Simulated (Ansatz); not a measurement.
Computed with Ansatz, DFT PBE, scalar-relativistic, plane waves, PAW. All cells share a 420 eV cutoff and Γ-centred k meshes spaced at most about 0.3 Å⁻¹ (2π included). No spin polarisation in the final relaxations.

All energies are static (0 K, no zero-point motion).

Compare these two cells of LiF, each relaxed at this level.

1.

```
CELL_PARAMETERS angstrom
5.26299 0.00000 0.00000
2.32274 4.92510 0.00000
1.98304 1.55246 4.87962
ATOMIC_POSITIONS crystal
Li 0.76391 0.99368 0.16384
Li 0.63125 0.34104 0.52909
Li 0.29891 0.90450 0.48428
Li 0.20014 0.14552 0.83618
Li 0.37107 0.62362 0.13169
Li 0.85771 0.72525 0.83723
F 0.68390 0.66488 0.23569
F 0.50700 0.81316 0.76733
F 0.09976 0.95820 0.21965
F 0.90066 0.08669 0.75705
F 0.45454 0.24452 0.31146
F 0.23115 0.49895 0.72650
```

2.

```
CELL_PARAMETERS angstrom
5.09922 0.00000 0.00000
0.00000 5.09922 0.00000
0.00000 0.00000 5.09922
ATOMIC_POSITIONS crystal
Li 0.87500 0.87500 0.87500
Li 0.62500 0.12500 0.37500
Li 0.12500 0.37500 0.62500
Li 0.37500 0.62500 0.12500
F 0.37500 0.37500 0.37500
F 0.12500 0.62500 0.87500
F 0.62500 0.87500 0.12500
F 0.87500 0.12500 0.62500
```

Question: Which would you expect to be lower, and how large is the difference?

Answer: Cell 1 is lower, by 40 meV/atom. Cell 1 has space group P1 (No. 1), 10.5 Å³/atom and a gap of 7.13 eV on its mesh; cell 2 has space group P4_132 (No. 213), 16.6 Å³/atom and a gap of 5.95 eV. Counting F atoms around Li (those within 1.25 times the shortest such distance or 1.15 times the sum of covalent radii; a slash parts the counts of unlike sites), cell 1 has Li 4/6 and cell 2 has Li 3. The denser one is the lower, and pressure would at first widen the difference. In cell 1, Li on its first site has 3 F at 1.80–1.87 Å and 1 F at 2.00 Å; Li on its second site has 4 F at 1.88–2.07 Å; F on its first site has 4 Li at 1.87–2.05 Å and 1 Li at 2.21 Å; 9 more sites not described. In cell 2, Li is surrounded by 3 F at 1.80 Å; F has 3 Li at 1.80 Å. Both come from invented guesses. A third cell relaxed alike, in Fm-3m, lies 87 meV/atom below the lower of the two. The part of the Crystallography Open Database at hand lists LiF in space group No. 225; sharing a group (Fm-3m) doesn't make a cell the listed structure.

Kohn–Sham gaps at this level usually fall short of measured ones. Cells relaxed within their symmetry can be saddle points.
